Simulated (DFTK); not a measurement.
## HfN: band structure with PBEsol

Crystal: HfN.

```
Hf N
1.0
     0.00000    2.25600    2.25600
     2.25600    0.00000    2.25600
     2.25600    2.25600    0.00000
Hf N
1 1
Direct
  0.00000 0.00000 0.00000
  0.50000 0.50000 0.50000
```

| Quantity | Value |
| --- | --- |
| Program | DFTK 0.8.2 |
| Task | band structure |
| Functional | PBEsol |
| Potentials or basis | SG15 1.2 (PBE) |
| Cutoff | 1225 eV |
| k mesh | 8 × 8 × 8 |
| Occupations | fermi-dirac, width 0.05 eV |
| Spin | no spin polarisation |
| Valence electrons | Hf 26, N 5 |
| SCF tolerance on the density | 1e-06 |

```yaml
Pressure: -1.6 GPa
Band_gap_on_the_k_mesh: none (metal or under the smearing width)
```

Levels at the corners of the path, in eV from the Fermi level:
| point | band 12 | band 13 | band 14 | band 15 | band 16 | band 17 | band 18 | band 19 | band 20 |
| --- | --- | --- | --- | --- | --- | --- | --- | --- | --- |
| Γ | -12.30 | -2.90 | -2.90 | -2.90 | -0.39 | -0.39 | -0.39 | 1.76 | 1.96 |
| X | -12.32 | -5.44 | -3.88 | -3.62 | -3.62 | 4.13 | 5.59 | 5.59 | 5.62 |
| W | -12.26 | -6.15 | -5.50 | -5.50 | 1.15 | 1.15 | 5.60 | 5.61 | 6.18 |
| K | -12.28 | -6.37 | -5.56 | -4.94 | -0.85 | 3.91 | 4.50 | 6.08 | 6.72 |
| Γ | -12.30 | -2.90 | -2.90 | -2.90 | -0.39 | -0.39 | -0.39 | 1.76 | 1.96 |
| L | -12.13 | -8.97 | -6.23 | -6.23 | 3.29 | 3.73 | 3.73 | 4.41 | 8.93 |
| U | -12.28 | -6.37 | -5.56 | -4.94 | -0.85 | 3.91 | 4.50 | 6.08 | 6.72 |
| W | -12.26 | -6.15 | -5.50 | -5.50 | 1.15 | 1.15 | 5.60 | 5.61 | 6.18 |
| L | -12.13 | -8.97 | -6.23 | -6.23 | 3.29 | 3.73 | 3.73 | 4.41 | 8.93 |
| K | -12.28 | -6.37 | -5.56 | -4.94 | -0.85 | 3.91 | 4.50 | 6.08 | 6.72 |
| U | -12.28 | -6.37 | -5.56 | -4.94 | -0.85 | 3.91 | 4.50 | 6.08 | 6.72 |
| X | -12.32 | -5.44 | -3.88 | -3.62 | -3.62 | 4.13 | 5.59 | 5.59 | 5.62 |

Run time: 3 min on 1 thread of Intel(R) Xeon(R) Platinum 8375C CPU @ 2.90GHz (Ice Lake) (shared host), peak memory 1.7 GiB.

Caveat: the potentials were made for another functional, which shifts forces and pressure; spin-orbit coupling is left out, which moves the levels of the heavy elements.
